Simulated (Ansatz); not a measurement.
Bulk crystal (WC) after relaxation:

```xyz
2
Lattice="2.9218 0.0000 0.0000 -1.4609 2.5303 0.0000 0.0000 0.0000 2.8471" Properties=species:S:1:pos:R:3 pbc="T T T"
W     0.0000    0.0000    0.0000
C     1.4609    0.8434    1.4235
```

Miller indices refer to the conventional cell of P-6m2 (No. 187), a = 2.922 Å, b = 2.922 Å, c = 2.847 Å, α = 90.00°, β = 90.00°, γ = 120.00°.

The (100) slab of 10 planes, 11.0 Å thick with 15 Å of vacuum as cut; outer planes W (top) and C (bottom).

Method: DFT PBE, scalar-relativistic, plane waves, PAW (Ansatz). Settings: cutoff 420 eV, Γ-centred mesh 12×12×1 on the computed 10-atom cell, Gaussian smearing of 0.10 eV; no spin polarisation. The cell repeats along c with a dipole correction in the vacuum.

Results for the relaxed slab:

```json
{
  "Surface energy (mean of both faces)": "3.64 J/m²",
  "Work function": "5.21 eV (top), 5.32 eV (bottom)",
  "Dipole of the slab along +c, per cell": "0.01 e·Å"
}
```

Relaxation lowers the energy by 0.335 J/m² a face; the largest move is 0.201 Å.

```
plane (bottom to top) atoms spacing to next, bulk (Å) relaxed (Å) change (%)
                    1      C                      0.843        0.604       -28.4
                    2      W                      1.687        1.724        +2.2
                    3      C                      0.843        0.830        -1.6
                    4      W                      1.687        1.689        +0.1
                    5      C                      0.843        0.840        -0.5
                    6      W                      1.687        1.686         0.0
                    7      C                      0.843        0.844         0.0
                    8      W                      1.687        1.695        +0.5
                    9      C                      0.843        0.781        -7.4
                   10      W
```

Spin-orbit coupling is left out, which matters for the bands of heavy elements.